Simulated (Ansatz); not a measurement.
# Au (Pm-3m) in Ansatz: notebook, part 2 of 2

Ansatz 0.2.0. The steps go on from the part before.

## (5) Relaxation of cell and atoms, PBE+D4

File input.yaml:

```yaml
crystal:
  lattice:
    - [2.74841, 0.0, 0.0]
    - [0.0, 2.74841, 0.0]
    - [0.0, 0.0, 2.74841]
  atoms:
    - { symbol: Au, position: [0.5, 0.5, 0.5] }
hamiltonian:
  xc: pbe
  pseudopotentials: { kind: paw }
  dispersion: d4
kpoints:
  mp_grid: { grid: [10, 10, 10] }
scf:
  occupations: { method: fermi_dirac, width: 0.05 }
output:
  forces: true
  stress: true
  eigenvalues: true
relax:
  f_tol: 0.01
  max_steps: 40
  cell: { stress_tol: 0.05 }
```

Potentials or basis: Ansatz PAW.

Command:

```sh
$ ansatz run input.yaml --threads 2 --pin off --max-ram 5632MiB --backend cpu --events-out ev --progress --plain --runs-dir out
```

The log of the run:

```text
Warning: RAYON_NUM_THREADS=2 ignored (pool sized by the plan → 2); use --threads N
Engine: ansatz 0.2.0, x86_64-unknown-linux-gnu
Pseudopotentials: kind: paw
Pseudopotential: Au, paw, valence charge 19, recommended cutoff 420 eV (normal), Au.paw.azcp
Functional definition: PBE
  parameter kappa = 0.804
  parameter beta = 0.06672455060314922
  exchange = pbe_x(kappa = kappa, mu = beta*pi^2/3)
  correlation = pbe_c(beta = beta)
Crystal: 1 atoms, lattice volume = 20.761 Å³
Basis set: ecut = 420 eV, 437 PW (Γ), exchange–correlation on 40×40×40 points (8 copies of the dense FFT grid, shifted against one another)
Bands: 14, of which v1, the nominal top of the filled ones, is band 10 counted from 1 (9 counted from 0)
Symmetry: 48 space group operations
Space group: Pm-3m (ITA 221), of the structure as read, at distance tolerance 2.7e-5 Å
k-points: 56 of 1000
Non-local potential: Au, projectors of the file, l = 0: 3, l = 1: 2, l = 2: 2, l = 3: 1
PAW form: soft (Blöchl's): semilocal exchange-correlation on the pseudo side does not see the compensation charge
PAW one-centre angular grid: Au, 590 points (default); XC on 64 Gauss nodes
Initial density: superposition of atomic densities (neutral atoms: chi_scale 0, normalization atom), corrected by the library's trained network
Initial wavefunctions: pseudopotential atomic-orbital guess
Functional: x = pbe(κ = 0.804, μ = 0.2195149727645171), c = pbe(β = 0.06672455060314922)
SCF iter   1: F=—  HF=-13149.692467 eV  |F-HF|=—  |Δ(HF+E_count)|=         —  Δρ=3.98e-3  dr2=2.74e-3  ethr=1.77e-3  ⟨swp⟩=5.3  Hψ=4114  notcnv=0
preconditioner: auto → none  [insulator: Δε(μ)=0.156 eV  Ē_g=14.849 eV  σ=0.050 eV  W_gap=0.64  n_scr=6 (ndim 8)  ℏωp=27.0 eV  f_vac=0.010  D(μ)=0.37/eV (n_scr^D=0)  ε∞_Penn≈4.3]
[... 59 lines left out ...]
E sigma→0 (E₀):  -13149.699392 eV
Entropy (-TS):   -0.003849 eV (-3.849 meV/atom)
Fermi energy:    16.245820 eV
--- Per-component energies (eV) ---
  E_band       = -276.960007
  E_kinetic    = 605.115255
  E_local      = -2036.832992  (includes V_loc(G=0)·N_el)
  E_nonlocal   = 73.855103
  E_hartree    = 858.845627
  E_xc         = -227.834114
  E_vxc        = -274.951626  (∫ρ·V_xc dr)
  E_paw        = -9706.747712  (= ΣΔE_a)
  E_vpaw       = -361.838375  (= ΣTr[D̂ρ^β])
  E_aug_tail   = 0.001390  (compensation charges beyond the density's cutoff)
  E_ewald      = -2715.507887
  E_disp       = -0.592139  (pairwise vdW)
  E_smearing   = -0.003849  (= −TS)
  E_closure    = 0.000000  (closes the sum)
  Σ components = -13149.701317   (vs F -13149.701317, Δ=0.00e0)
--- Forces (eV/Å), atoms counted from 1 ---
  atom   1  Au     0.00000000    -0.00000000     0.00000000
  max |Σ_I F_I| component: 4.21e-29 eV/Å
--- Stress (GPa, compression-positive) ---
        0.020977       0.000000       0.000000
        0.000000       0.020977       0.000000
        0.000000       0.000000       0.020977
  P = ⅓ Tr σ = 0.0210 GPa (0.210 kbar)
--- Band table (eV; the first three rows and the last of 56) ---
  k-point 0: bands = ["-88.5621", "-39.9034", "-39.9034", "-39.9034", "8.1980", "10.4029", "10.4029", "14.8307", "14.8307", "14.8307", "30.2912", "30.2912", "30.2912", "35.2756"]
  k-point 1: bands = ["-88.5611", "-39.9261", "-39.9017", "-39.9017", "8.4435", "10.4411", "10.6052", "14.6627", "14.6627", "14.8443", "28.5129", "30.6991", "30.6991", "36.0742"]
  k-point 2: bands = ["-88.5585", "-39.9850", "-39.8970", "-39.8970", "9.0530", "10.5430", "11.2799", "14.2495", "14.2495", "14.8801", "25.5685", "31.8016", "31.8016", "35.2715"]
  k-point 55: bands = ["-88.5317", "-40.0922", "-40.0922", "-40.0922", "11.1560", "11.1560", "11.1560", "16.1447", "16.1447", "24.8419", "24.8419", "24.8419", "26.3404", "29.0388"]
--- Relaxed structure (4 steps of the walk, 3 accepted, 1 SCFs on fresh bases) ---
  F+E_penalty+E_count = -13149.70131695 eV   max|allowed force component| = 0.000e0 eV/Å   (the final SCF, on the basis selected at the relaxed cell)
  cell:  # Å, volume = 20.0285 Å³
    - [2.715706362906287, -8.9876730738071e-34, -1.2839532962581572e-34]
    - [-8.9876730738071e-34, 2.715706362906287, 0.0]
    - [6.419766481290786e-35, 0.0, 2.715706362906287]
  atoms:
    - { symbol: Au, position: [0.5000000000000001, 0.5000000000000001, 0.5000000000000001] }
```

It took 1.9 s on 2 threads of Intel Xeon 6975P-C (Granite Rapids), shared host; peak memory 0.33 GiB.

Results:

| Property | Result |
| --- | --- |
| Free energy | -13149.7013 eV |
| Relaxed volume | 20.03 Å³/atom |
| Relaxed cell | a = 2.716 Å, b = 2.716 Å, c = 2.716 Å, α = 90.00°, β = 90.00°, γ = 90.00° |
| Space group after relaxing (to 0.05 Å) | Pm-3m (No. 221) |
| Energy gained by relaxing | 9.0 meV/atom |
| Ionic steps | 4 |
| Pressure after relaxing | 0.0 GPa |
| Band gap on the k mesh | none (metal or under the smearing width) |

Step by step:
| step | energy change (eV) | largest force (eV/Å) | volume (Å³) |
| --- | --- | --- | --- |
| 1 | 0.0000 | 0.0000 | 20.76 |
| 2 | -0.0092 | 0.0000 | 20.08 |
| 3 | -0.0093 | 0.0000 | 20.03 |
| 4 | -0.0090 | 0.0000 | 20.03 |

Final structure:
```
CELL_PARAMETERS angstrom
2.71571 0.00000 0.00000
0.00000 2.71571 0.00000
0.00000 0.00000 2.71571
ATOMIC_POSITIONS crystal
Au 0.50000 0.50000 0.50000
```

Levels at points of the mesh, in eV from the Fermi level:
```tsv
k point	band 6	band 7	band 8	band 9	band 10	band 11	band 12	band 13
(0.00, 0.00, 0.00)	-5.84	-5.84	-1.42	-1.42	-1.42	14.05	14.05	14.05
(0.00, 0.00, -0.50)	-5.42	-2.94	-2.94	-1.27	-0.58	2.23	16.34	18.59
(0.00, -0.50, -0.50)	-5.06	-2.67	-2.67	-0.20	3.84	3.84	6.75	11.65
(-0.50, -0.50, -0.50)	-5.09	-5.09	-0.10	-0.10	8.60	8.60	8.60	10.09
```

Caveat: the plane-wave basis is chosen anew once the cell has moved, so the energies of steps on either side of that aren't comparable; pairwise dispersion overbinds metals, which lowers pressure and volume.

## (6) The runs side by side

| level | gap on the mesh (eV) | pressure (GPa) | relaxed volume (Å³/atom) |
| --- | --- | --- | --- |
| PBE | none | 0.0 | 20.81 |
| PBE+D3(BJ) | none | 0.0 | 19.99 |
| PBE+D3(BJ)-ATM | none | 0.0 | 20.16 |
| PBE+D4 | none | 0.0 | 20.03 |

Alike in all rows: task relaxation of cell and atoms; potentials or basis Ansatz PAW; no spin polarisation; cell relaxed; k mesh 10 × 10 × 10; cutoff (eV) 420; smearing fermi-dirac 0.05 eV.

Caveats: the plane-wave basis is chosen anew once the cell has moved, so the energies of steps on either side of that aren't comparable; pairwise dispersion overbinds metals, which lowers pressure and volume (some runs).

Total energies depend on the potentials used, so only differences within one code and one set of settings carry meaning.
